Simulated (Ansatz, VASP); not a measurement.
# Two plane-wave programs on TiAl

Contents of INCAR:

```
PREC = Accurate
ENCUT = 520
EDIFF = 1E-6
ISMEAR = 0
SIGMA = 0.15
LREAL = F
LASPH = T
NELM = 100
ALGO = Fast
ISIF = 2
LWAVE = F
LCHARG = F
NBANDS = 14
```

The input KPOINTS:

```
Automatic mesh
0
Gamma
  21 21 10
```

Contents of POSCAR:

```
TiAl
1.0
    2.8672622327      0.0000000000      0.0000000000
   -1.4336311163      2.4831219328      0.0000000000
    0.0000000000      0.0000000000      4.8184254900
Ti Al
1 1
Direct
    0.0000000000      0.0000000000      0.0000000000
    0.3333333333      0.6666666667      0.5000000000
```

Input for Ansatz:

```yaml
crystal:
  lattice:
    - [2.8672622327, 0.0, 0.0]
    - [-1.4336311163, 2.4831219328, 0.0]
    - [0.0, 0.0, 4.81842549]
  atoms:
    - { symbol: Ti, position: [0.0, 0.0, 0.0] }
    - { symbol: Al, position: [0.3333333333, 0.6666666667, 0.5] }
basis:
  ecutwfc: 420
kpoints:
  mp_grid: { grid: [21, 21, 10] }
hamiltonian:
  xc: lda
scf:
  occupations: { method: gaussian, width: 0.15 }
output:
  forces: true
  stress: true
  eigenvalues: true
```

Change from the starting cell: strain +0.000 along x and y, +0.030 along z, atoms carried along.

Alike in both runs: task single point; functional LDA; k mesh 21 × 21 × 10; occupations gaussian, width 0.15 eV; no spin polarisation.

|  | VASP | Ansatz |
| --- | --- | --- |
| version | VASP 6.6.1 | Ansatz 0.2.0 |
| potentials or method | VASP PAW LDA potentials, release 64 (Ti_sv, Al) | scalar-relativistic, plane waves, PAW |
| plane-wave cutoff (eV) | 520 | 420 |
| valence electrons in the cell | 15 | 15 |

Ansatz gave:

| Property | Result |
| --- | --- |
| gap on the k mesh at the Fermi level (eV) | none |
| pressure (GPa) | -8.9 |
| largest component of the traceless stress (GPa) | 3.52 |

Question: Estimate VASP's values.

Answer: gap on the k mesh at the Fermi level (eV): none; pressure (GPa): -8.7; largest component of the traceless stress (GPa): 3.47.

A gap of «none» marks a metal or a gap that the smearing closes.
